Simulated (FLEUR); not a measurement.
# AlN (P6_3mc) in FLEUR: band structure with PBEsol

Aim: the band structure of AlN with PBEsol.

All numbers are computed with FLEUR MaX-R8.1 (later development tree); they aren't measurements. Logs are shortened: lines on timing, memory, paths and dates and some standing lists are left out, and cuts for length are marked.

**What was measured.**

From “Self-assembly of well-separated AlN nanowires directly on sputtered metallic TiN films”, 2019, arxiv:1910.07391, for a bulk crystal of AlN at 10 K: band gap 6.034 eV (an exciton energy, a little under the gap).

The results are compared with them further down.

## Step 1: The crystal as given

It takes space group P6_3mc (No. 186, hexagonal). The conventional cell has a = 3.113 Å, b = 3.113 Å, c = 4.981 Å, α = 90.00°, β = 90.00°, γ = 120.00°. Al (site symmetry 3m) is surrounded by 4 N at 1.89 Å. Around N (site symmetry 3m) lie 4 Al at 1.89 Å.

## Step 2: Band structure, PBEsol

Contents of inp.xml:

```xml
<?xml version="1.0" encoding="UTF-8" standalone="no"?>
<fleurInput fleurInputVersion="0.39">
   <comment>
      AlN                                                                                                 
   </comment>
   <calculationSetup>
      <cutoffs Kmax="5.54" Gmax="17.2" GmaxXC="17.2" numbands="0"/>
      <scfLoop itmax="60" minDistance="0.00001" maxIterBroyd="15" imix="Anderson" alpha="0.05" precondParam="0.0" spinf="2.0" sdNocoIR="T"/>
      <coreElectrons ctail="T" frcor="F" kcrel="0" coretail_lmax="0"/>
      <xcFunctional name="PBEs" relativisticCorrections="F"/>
      <magnetism jspins="1"/>
      <soc l_soc="F" theta="0.0" phi="0.0" spav="F"/>
      <expertModes spex="0" secvar="F"/>
      <geometryOptimization l_f="F" forcealpha="1.0" forcemix="BFGS" epsdisp="0.00001" epsforce="0.00001"/>
      <ldaU l_linMix="F" mixParam="0.05" spinf="1.0"/>
   </calculationSetup>
   <cell>
      <bzIntegration valenceElectrons="32.0" mode="hist" fermiSmearingEnergy="0.00183747">
         <kPointListSelection listName="default-1"/>
         <!-- k-points included here -->
         <xi:include xmlns:xi="http://www.w3.org/2001/XInclude" href="kpts.xml"> </xi:include>
      </bzIntegration>
      <!-- symmetry operations included here -->
      <xi:include xmlns:xi="http://www.w3.org/2001/XInclude" href="sym.xml"> </xi:include>
      <bulkLattice scale="1.0">
         <bravaisMatrix>
[... 33 lines left out ...]
         <lo type="SCLO" l="1" n="2" eDeriv="2"/>
         <lo type="SCLO" l="2" n="3" eDeriv="2"/>
      </species>
   </atomSpecies>
   <atomGroups>
      <atomGroup species="Aluminum (Al)">
         <relPos label="                   1">-1.000/3.000 1.000/3.000 1.000/2.000</relPos>
         <relPos label="                   2">1.000/3.000 -1.000/3.000 .0000000000</relPos>
         <force calculate="T" relaxXYZ="TTT"/>
      </atomGroup>
      <atomGroup species="Nitrogen (N)">
         <relPos label="                   3">-1.000/3.000 1.000/3.000 -3.000/25.000</relPos>
         <relPos label="                   4">1.000/3.000 -1.000/3.000 .3800000000</relPos>
         <force calculate="T" relaxXYZ="TTT"/>
      </atomGroup>
   </atomGroups>
   <output dos="F" band="F" slice="F">
      <checks vchk="F" cdinf="F"/>
      <bandDOS minEnergy="-.5*Htr" maxEnergy="0.5*Htr" sigma="0.015" storeEVData="T"/>
      <vacuumDOS vacdos="F" integ="F" star="F" nstars="0" locx1="0.0" locy1="0.0" locx2="0.0" locy2="0.0" nstm="0" tworkf="0.0"/>
      <unfoldingBand unfoldBand="F" supercellX="1" supercellY="1" supercellZ="1"/>
      <plotting iplot="0" polar="F">
         <plot TwoD="T" vec1="  1.0  0.0  0.0" vec2="  0.0  1.0  0.0" vec3="  0.0  0.0  1.0" zero="  0.0  0.0  0.0" file="plot"/>
      </plotting>
      <chargeDensitySlicing numkpt="0" minEigenval="0.0" maxEigenval="0.0" nnne="0" pallst="F"/>
      <specialOutput eonly="F"/>
      <moessbauerParams electricFieldGradient="T" isomerShift="T" coreHyperfine="T" valenceHyperfine="T"/>
      <magneticCircularDichroism mcd="F" energyLo="-10.0" energyUp="0.0"/>
   </output>
  <!-- We include the file relax.xml here to enable relaxations (see documentation) -->
  <xi:include xmlns:xi="http://www.w3.org/2001/XInclude" href="relax.xml"> <xi:fallback/> </xi:include>
</fleurInput>
```

Contents of crystal.txt:

```
AlN
&input cartesian=F /
3.1130000000  0.0000000000  0.0000000000
-1.5565000000  2.6959370820  0.0000000000
0.0000000000  0.0000000000  4.9810000000
1.8897261246
1.0 1.0 1.0

4
13 0.6666666666  0.3333333332  0.5000000000
13 0.3333333332  0.6666666666  0.0000000000
7 0.6666666666  0.3333333332  0.8800000000
7 0.3333333332  0.6666666666  0.3800000000

&kpt div1=10 div2=10 div3=6 gamma=T /
```

Contents of inp.xml (bands):

```
<?xml version="1.0" encoding="UTF-8" standalone="no"?>
<fleurInput fleurInputVersion="0.39">
   <comment>
      AlN                                                                                                 
   </comment>
   <calculationSetup>
      <cutoffs Kmax="5.54" Gmax="17.2" GmaxXC="17.2" numbands="0"/>
      <scfLoop itmax="60" minDistance="0.00001" maxIterBroyd="15" imix="Anderson" alpha="0.05" precondParam="0.0" spinf="2.0" sdNocoIR="T"/>
      <coreElectrons ctail="T" frcor="F" kcrel="0" coretail_lmax="0"/>
      <xcFunctional name="PBEs" relativisticCorrections="F"/>
      <magnetism jspins="1"/>
      <soc l_soc="F" theta="0.0" phi="0.0" spav="F"/>
      <expertModes spex="0" secvar="F"/>
      <geometryOptimization l_f="F" forcealpha="1.0" forcemix="BFGS" epsdisp="0.00001" epsforce="0.00001"/>
      <ldaU l_linMix="F" mixParam="0.05" spinf="1.0"/>
   </calculationSetup>
   <cell>
      <bzIntegration valenceElectrons="32.0" mode="hist" fermiSmearingEnergy="0.00183747">
         <kPointListSelection listName="path-1"/>
         <!-- k-points included here -->
         <xi:include xmlns:xi="http://www.w3.org/2001/XInclude" href="kpts.xml"> </xi:include>
      </bzIntegration>
      <!-- symmetry operations included here -->
      <xi:include xmlns:xi="http://www.w3.org/2001/XInclude" href="sym.xml"> </xi:include>
      <bulkLattice scale="1.0">
         <bravaisMatrix>
[... 32 lines left out ...]
         <lo type="SCLO" l="0" n="2" eDeriv="2"/>
         <lo type="SCLO" l="1" n="2" eDeriv="2"/>
         <lo type="SCLO" l="2" n="3" eDeriv="2"/>
      </species>
   </atomSpecies>
   <atomGroups>
      <atomGroup species="Aluminum (Al)">
         <relPos label="                   1">-1.000/3.000 1.000/3.000 1.000/2.000</relPos>
         <relPos label="                   2">1.000/3.000 -1.000/3.000 .0000000000</relPos>
         <force calculate="T" relaxXYZ="TTT"/>
      </atomGroup>
      <atomGroup species="Nitrogen (N)">
         <relPos label="                   3">-1.000/3.000 1.000/3.000 -3.000/25.000</relPos>
         <relPos label="                   4">1.000/3.000 -1.000/3.000 .3800000000</relPos>
         <force calculate="T" relaxXYZ="TTT"/>
      </atomGroup>
   </atomGroups>
   <output dos="F" band="T" slice="F">
      <checks vchk="F" cdinf="F"/>
      <bandDOS minEnergy="-.5*Htr" maxEnergy="0.5*Htr" sigma="0.015" storeEVData="T"/>
      <vacuumDOS vacdos="F" integ="F" star="F" nstars="0" locx1="0.0" locy1="0.0" locx2="0.0" locy2="0.0" nstm="0" tworkf="0.0"/>
      <unfoldingBand unfoldBand="F" supercellX="1" supercellY="1" supercellZ="1"/>
      <plotting iplot="0" polar="F">
         <plot TwoD="T" vec1="  1.0  0.0  0.0" vec2="  0.0  1.0  0.0" vec3="  0.0  0.0  1.0" zero="  0.0  0.0  0.0" file="plot"/>
      </plotting>
      <chargeDensitySlicing numkpt="0" minEigenval="0.0" maxEigenval="0.0" nnne="0" pallst="F"/>
      <specialOutput eonly="F"/>
      <moessbauerParams electricFieldGradient="T" isomerShift="T" coreHyperfine="T" valenceHyperfine="T"/>
      <magneticCircularDichroism mcd="F" energyLo="-10.0" energyUp="0.0"/>
   </output>
  <!-- We include the file relax.xml here to enable relaxations (see documentation) -->
  <xi:include xmlns:xi="http://www.w3.org/2001/XInclude" href="relax.xml"> <xi:fallback/> </xi:include>
</fleurInput>
```

Potentials or basis: all-electron, FLAPW.

On the command line:

```sh
$ inpgen -f crystal.txt -profile fastHighL
$ # inp.xml edited to the form shown
$ mpirun -n 4 fleur_MPI -pe_per_kpt 1
$ mpirun -n 4 fleur_MPI -pe_per_kpt 1   # second run, on inp.xml (bands)
```

Output:

```text
Welcome to FLEUR        (www.flapw.de)
      MaX-Release 8.1          (www.max-centre.eu)

 ========== k-point set info ==========
 Selected k-point list: default-1
 k-point list type: mesh
 10 x 10 x 6
 Number of k points: 56

 ------------Calculation Setup---------------------------
 Number of MPI-tasks      :            4
 Number of PE/node        :            4
 Number of OMP-threads    :            1
 Using exactly            1  PE per kpt
 Using exactly            1  PE per kpt
 Using exactly            1  PE per kpt
 Using exactly            1  PE per kpt
 k-points in parallel     :            4
 pe's per k-point         :            1
 No of k-point loops      :           14
 Eigenvalue solver        :       lapack
 Number of basis functions:          930
 Approximate size of matrices (H+S) per k-point:         0.026 GB
 --------------------------------------------------------
 Iteration:     1   Distance:      27.25276250 me/bohr^3
 Iteration:     2   Distance:      23.62907894 me/bohr^3
 Iteration:     3   Distance:       8.16989471 me/bohr^3
 Iteration:     4   Distance:       4.81735664 me/bohr^3
 Iteration:     5   Distance:       0.70816040 me/bohr^3
 Iteration:     6   Distance:       0.70973231 me/bohr^3
 Iteration:     7   Distance:       0.17870190 me/bohr^3
 Iteration:     8   Distance:       0.13111762 me/bohr^3
 Iteration:     9   Distance:       0.02310578 me/bohr^3
 Iteration:    10   Distance:       0.00136027 me/bohr^3
 Iteration:    11   Distance:       0.00096617 me/bohr^3
 Iteration:    12   Distance:       0.00022682 me/bohr^3
 Iteration:    13   Distance:       0.00020159 me/bohr^3
 Iteration:    14   Distance:       0.00001427 me/bohr^3
 Iteration:    15   Distance:       0.00000257 me/bohr^3

 ********************************************************************
 Run finished successfully
 Stop message:
   all done
 ********************************************************************
```

Run time: 3.4 min. Hardware: 4 MPI ranks of Arm Neoverse V1, shared host.

Results:

```
Free energy                                           : -16164.2680 eV
Band gap on the k mesh                                : 4.14 eV, direct
Band gap along the path                               : 4.14 eV, direct
Valence electrons inside the program's atomic spheres : Al 8.63; N 3.88 (radii Al 1.77, N 1.54 bohr)
```

Levels at the corners of the path, in eV from the valence-band top:
| point | band 14 | band 15 | band 16 | band 17 | band 18 | band 19 |
| --- | --- | --- | --- | --- | --- | --- |
| Γ | -0.18 | -0.18 | 0.00 | 4.14 | 6.57 | 10.51 |
| M | -2.08 | -1.80 | -0.66 | 5.69 | 5.69 | 8.11 |
| K | -2.45 | -2.40 | -2.40 | 4.90 | 8.26 | 9.60 |
| Γ | -0.18 | -0.18 | 0.00 | 4.14 | 6.57 | 10.51 |
| A | -0.52 | -0.52 | -0.52 | 6.38 | 6.38 | 10.23 |
| L | -1.45 | -1.37 | -1.37 | 5.20 | 5.20 | 9.17 |
| H | -3.88 | -0.79 | -0.79 | 7.31 | 7.31 | 7.75 |
| A | -0.52 | -0.52 | -0.52 | 6.38 | 6.38 | 10.23 |
| L | -1.45 | -1.37 | -1.37 | 5.20 | 5.20 | 9.17 |
| M | -2.08 | -1.80 | -0.66 | 5.69 | 5.69 | 8.11 |
| K | -2.45 | -2.40 | -2.40 | 4.90 | 8.26 | 9.60 |
| H | -3.88 | -0.79 | -0.79 | 7.31 | 7.31 | 7.75 |

Core levels (eV from the Fermi level):
```csv
atom,levels
1 Al,1s1/2 -1499.9
2 Al,1s1/2 -1499.9
3 N,1s1/2 -372.1
4 N,1s1/2 -372.1
```

## Step 3: Against experiment

Step 2. A measured gap of AlN is 6.034 eV (an exciton energy, a little under the gap; 10 K; quoted in “Self-assembly of well-separated AlN nanowires directly on sputtered metallic TiN films”, 2019, arxiv:1910.07391); the calculated 4.14 eV misses it by -1.89 eV. 2 values of this kind are on record (6.034 to 6.0343 eV); this one was drawn at random. The value is that of PBEsol, without temperature or zero-point motion. Semilocal functionals fall short of measured gaps as a rule.
